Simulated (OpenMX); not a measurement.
# BN under changes of volume

One of the cells (8.967 Å³/atom); the others are scaled copies at fixed shape and fractional positions:

```
N B
1.0
     2.49824    0.00000    0.00000
    -1.24912    2.16354    0.00000
     0.00000    0.00000    6.63570
N B
2 2
Cartesian
  1.2491 0.7212 1.6589
  0.0000 1.4424 4.9768
  1.2491 0.7212 4.9768
  0.0000 1.4424 1.6589
```

| Quantity | Value |
| --- | --- |
| Program | OpenMX 3.8.5 |
| Functional | LDA |
| Potentials or basis | OpenMX 2013 LDA set, N6.0-s2p2d1, B7.0-s2p2d1, fixed grid of 27 × 27 × 80 points |
| k mesh | 13 × 13 × 5 |
| Occupations | fermi-dirac, width 0.05 eV |
| Spin | no spin polarisation |

```csv
volume (Å³/atom),energy over the lowest point (meV/atom),gap on the mesh (eV)
8.429,25.44,4.23
8.608,?,?
8.787,2.26,4.18
8.967,0.00,4.16
9.146,3.22,4.13
9.325,11.47,4.11
9.505,24.33,4.09
```

What does the run at 8.608 Å³/atom give?

Energy over the lowest point 10.57 meV/atom; gap on the mesh 4.20 eV.

Worked out: A Birch-Murnaghan fit of order 3 (a polynomial in V^(-2/3)) to the other rows has its minimum at 8.95 Å³/atom with B0 = V·E''(V) = 247 GPa and B' = 3.6 at fixed shape and positions, which overstates the stiffness. It gives 10.55 meV/atom at 8.608 Å³/atom, against the run's 10.57. A straight line through the other rows of the gap, of slope -1.18 eV per unit of ln V, gives 4.20 eV, against the run's 4.20.

Energies are extrapolated to zero smearing.

Caveats: an odd mesh through Γ misses points on the zone boundary, where band edges often lie; the basis of atomic orbitals isn't converged, which shifts pressures, moduli and gaps.
